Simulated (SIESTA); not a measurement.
Al: band structure with PBE

Al:

```
Al
1.0
     0.00000    2.02481    2.02481
     2.02481    0.00000    2.02481
     2.02481    2.02481    0.00000
Al
1
Direct
  0.00000 0.00000 0.00000
```

```json
{
  "Program": "SIESTA 5.4.2",
  "Task": "band structure",
  "Functional": "PBE",
  "Potentials or basis": "PseudoDojo 0.4 standard (PBE files)",
  "Basis": "DZP (energy shift 0.003 Ry)",
  "Grid cutoff": "500 Ry",
  "Energy shift": "0.003 Ry",
  "k mesh": "11 × 11 × 11",
  "Occupations": "fermi-dirac, width 0.05 eV",
  "Spin": "no spin polarisation"
}
```

The pressure is -0.4 GPa and the band gap on the k mesh is none (metal or under the smearing width).

Levels at the corners of the path, in eV from the Fermi level:
```tsv
point	band 1	band 2	band 3	band 4	band 5	band 6
Γ	-11.08	12.62	12.62	12.62	14.32	14.32
X	-2.94	-1.49	5.23	5.65	5.65	13.39
W	-0.86	-0.86	0.18	1.16	16.46	16.53
K	-1.90	-1.35	-0.39	6.61	10.53	16.12
Γ	-11.08	12.62	12.62	12.62	14.32	14.32
L	-4.60	-4.25	11.49	11.49	11.56	11.56
U	-1.90	-1.35	-0.39	6.61	10.53	16.12
W	-0.86	-0.86	0.18	1.16	16.46	16.53
L	-4.60	-4.25	11.49	11.49	11.56	11.56
K	-1.90	-1.35	-0.39	6.61	10.53	16.12
U	-1.90	-1.35	-0.39	6.61	10.53	16.12
X	-2.94	-1.49	5.23	5.65	5.65	13.39
```

Run time: 21 s on 1 thread of Intel(R) Xeon(R) 6975P-C (Granite Rapids), with other jobs on the host, peak memory 0.22 GiB.

Caveat: the basis of atomic orbitals isn't converged, which shifts pressures, moduli and gaps.
